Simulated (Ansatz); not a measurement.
Crystal: MoP.

```
Mo P
1.0
     3.22300    0.00000    0.00000
    -1.61150    2.79120    0.00000
     0.00000    0.00000    3.19100
Mo P
1 1
Direct
  0.00000 0.00000 0.00000
  0.33333 0.66667 0.50000
```

A run of Ansatz 0.2.0 on this cell left the log below. Logs are shortened: lines on timing, memory, paths and dates and some standing lists are left out, and cuts for length are marked.

```text
Warning: RAYON_NUM_THREADS=2 ignored (pool sized by the plan → 2); use --threads N
Engine: ansatz 0.2.0, x86_64-unknown-linux-gnu
Pseudopotentials: kind: paw
Pseudopotential: Mo, paw, valence charge 14, recommended cutoff 420 eV (normal), Mo.paw.azcp
Pseudopotential: P, paw, valence charge 5, recommended cutoff 420 eV (normal), P.paw.azcp
Functional definition: RPBE
  parameter kappa = 0.804
  parameter beta = 0.06672455060314922
  exchange = rpbe_x(kappa = kappa, mu = beta*pi^2/3)
  correlation = pbe_c(beta = beta)
Crystal: 2 atoms, lattice volume = 28.706 Å³
Basis set: ecut = 420 eV, 551 PW (Γ), exchange–correlation on 48×48×48 points (8 copies of the dense FFT grid, shifted against one another)
Bands: 14, of which v1, the nominal top of the filled ones, is band 10 counted from 1 (9 counted from 0)
Symmetry: 12 space group operations
Space group: P-6m2 (ITA 187), of the structure as read, at distance tolerance 3.1e-5 Å
k-points: 70 of 800 (time reversal used)
Non-local potential: Mo, projectors of the file, l = 0: 3, l = 1: 2, l = 2: 2, l = 3: 1
Non-local potential: P, projectors of the file, l = 0: 2, l = 1: 2, l = 2: 2
PAW form: soft (Blöchl's): semilocal exchange-correlation on the pseudo side does not see the compensation charge
PAW frozen core: Mo, regenerated for the run's functional, and the local potential with it (the file was generated under x = pbe(κ = 0.804, μ = 0.2195149727645171), c = pbe(β = 0.06672455060314922))
PAW frozen core: P, regenerated for the run's functional, and the local potential with it (the file was generated under x = pbe(κ = 0.804, μ = 0.2195149727645171), c = pbe(β = 0.06672455060314922))
PAW one-centre angular grid: Mo, 590 points (default); XC on 64 Gauss nodes
PAW one-centre angular grid: P, 110 points (default); XC on 64 Gauss nodes
Initial density: superposition of atomic densities (neutral atoms: chi_scale 0, normalization atom), corrected by the library's trained network
Initial wavefunctions: pseudopotential atomic-orbital guess
Functional: x = rpbe, c = pbe(β = 0.06672455060314922)
SCF iter   1: F=—  HF=-5723.235967 eV  |F-HF|=—  |Δ(HF+E_count)|=         —  Δρ=6.69e-3  dr2=4.70e-3  ethr=1.77e-3  ⟨swp⟩=5.1  Hψ=5763  notcnv=0
preconditioner: auto → none  [metal: Δε(μ)=0.054 eV  Ē_g=8.832 eV  σ=0.100 eV  W_gap=0.29  n_scr=8 (ndim 8)  ℏωp=23.0 eV  f_vac=0.000  D(μ)=0.47/eV (n_scr^D=0)  sad-step TF]
SCF iter   2: F=—  HF=-5723.237560 eV  |F-HF|=—  |Δ(HF+E_count)|=   1.59e-3  Δρ=3.93e-3  dr2=1.71e-3  ethr=2.47e-5  ⟨swp⟩=1.0  Hψ=1543  notcnv=0
SCF iter   3: F=—  HF=-5723.238527 eV  |F-HF|=—  |Δ(HF+E_count)|=   9.66e-4  Δρ=2.67e-4  dr2=1.70e-5  ethr=9.02e-6  ⟨swp⟩=2.0  Hψ=1355  notcnv=0
SCF iter   4: F=—  HF=-5723.238525 eV  |F-HF|=—  |Δ(HF+E_count)|=   2.05e-6  Δρ=5.93e-5  dr2=4.32e-7  ethr=8.93e-8  ⟨swp⟩=2.3  Hψ=1570  notcnv=0
iter 5 did not close the SCF: its close was put off for the readings that it lacked (scf_convergence_deferred on its scf_iter line)
SCF iter   5: F=-5723.238525 eV  HF=-5723.238525 eV  |F-HF|=1.94e-9  |Δ(HF+E_count)|=   2.58e-7  Δρ=8.42e-6  dr2=1.18e-8  ethr=2.27e-9  ⟨swp⟩=2.1  Hψ=1354  notcnv=0
SCF iter   6: F=-5723.238525 eV  HF=-5723.238525 eV  |F-HF|=3.49e-10  |Δ(HF+E_count)|=   5.25e-9  Δρ=1.69e-6  dr2=7.05e-10  ethr=6.22e-11  ⟨swp⟩=3.0  Hψ=3772  notcnv=0
SCF 1 converged in 6 iterations: F = -5723.238525 eV  dr2 = 7.05e-10
  greatest PAW one-centre occupation: 0.998 electrons in one spin orbital (limit 2), on the Mo atom at site 0 (counted from 0), in its partial waves of l = 0
SCF converged after 6 iterations
Free energy (F): -5723.238525 eV
Harris-Foulkes:  -5723.238525 eV  (|F-HF|=3.49e-10)
Internal energy: -5723.236229 eV  (E = F + TS)
E sigma→0 (E₀):  -5723.237377 eV
Entropy (-TS):   -0.002296 eV (-1.148 meV/atom)
Fermi energy:    17.323402 eV
--- Per-component energies (eV) ---
  E_band       = -61.225509
  E_kinetic    = 517.302368
  E_local      = -1023.803360  (includes V_loc(G=0)·N_el)
  E_nonlocal   = 174.681205
  E_hartree    = 357.131962
  E_xc         = -247.746585
  E_vxc        = -293.189087  (∫ρ·V_xc dr)
  E_paw        = -3780.680470  (= ΣΔE_a)
  E_vpaw       = -150.481361  (= ΣTr[D̂ρ^β])
  E_aug_tail   = 0.000057  (compensation charges beyond the density's cutoff)
  E_ewald      = -1719.999773
  E_core_change = -0.121633  (= ΣΔE_core)
  E_smearing   = -0.002296  (= −TS)
  E_closure    = 0.000000  (closes the sum)
  Σ components = -5723.238525   (vs F -5723.238525, Δ=0.00e0)
--- Forces (eV/Å), atoms counted from 1 ---
  atom   1  Mo     0.00000000    -0.00000000     0.00000000
  atom   2  P      0.00000000    -0.00000000     0.00000000
  max |Σ_I F_I| component: 1.30e-16 eV/Å
--- Stress (GPa, compression-positive) ---
        5.551931      -0.000000       0.000000
        0.000000       5.551931       0.000000
        0.000000       0.000000       5.333057
  P = ⅓ Tr σ = 5.4790 GPa (54.790 kbar)
--- Band table (eV; the first three rows and the last of 70) ---
  k-point 0: bands = ["-43.8662", "-18.0216", "-17.8080", "-17.8080", "3.4087", "13.1696", "14.0400", "14.0400", "16.6309", "17.6069", "17.6069", "21.4792", "21.4792", "22.9234"]
  k-point 1: bands = ["-43.8633", "-18.0654", "-17.8042", "-17.8042", "3.6603", "12.8345", "14.1566", "14.1566", "16.5733", "17.0344", "17.0344", "21.8604", "21.8604", "23.1287"]
  k-point 2: bands = ["-43.8563", "-18.1699", "-17.7951", "-17.7951", "4.3577", "11.7052", "14.4450", "14.4450", "16.1264", "16.1264", "17.0381", "21.6110", "21.6110", "23.6679"]
  k-point 69: bands = ["-43.8117", "-18.2300", "-18.0350", "-17.9683", "6.4825", "10.5602", "11.6003", "14.0474", "15.9513", "18.9602", "20.6126", "20.8834", "21.8508", "22.9002"]
```

Task: Write the input and the command behind it.

Result: Single point with RPBE, no spin polarisation. The files as run (others can give the same):

input.yaml
```yaml
crystal:
  lattice:
    - [3.223, 0.0, 0.0]
    - [-1.6115, 2.7911998764, 0.0]
    - [0.0, 0.0, 3.191]
  atoms:
    - { symbol: Mo, position: [0.0, 0.0, 0.0] }
    - { symbol: P, position: [0.3333333333, 0.6666666667, 0.5] }
hamiltonian:
  xc: rpbe
  pseudopotentials: { kind: paw }
kpoints:
  mp_grid: { grid: [10, 10, 8] }
scf:
  occupations: { method: gaussian, width: 0.1 }
output:
  forces: true
  stress: true
  eigenvalues: true
```

Potentials or basis: Ansatz PAW.
Command:
```sh
$ ansatz run input.yaml --threads 2 --pin off --max-ram 5632MiB --backend cpu --events-out ev --progress --plain --runs-dir out
```

Caveat: the PAW data sets come from PBE, with cores solved anew for the run's functional, which leaves a small shift of forces and pressure.
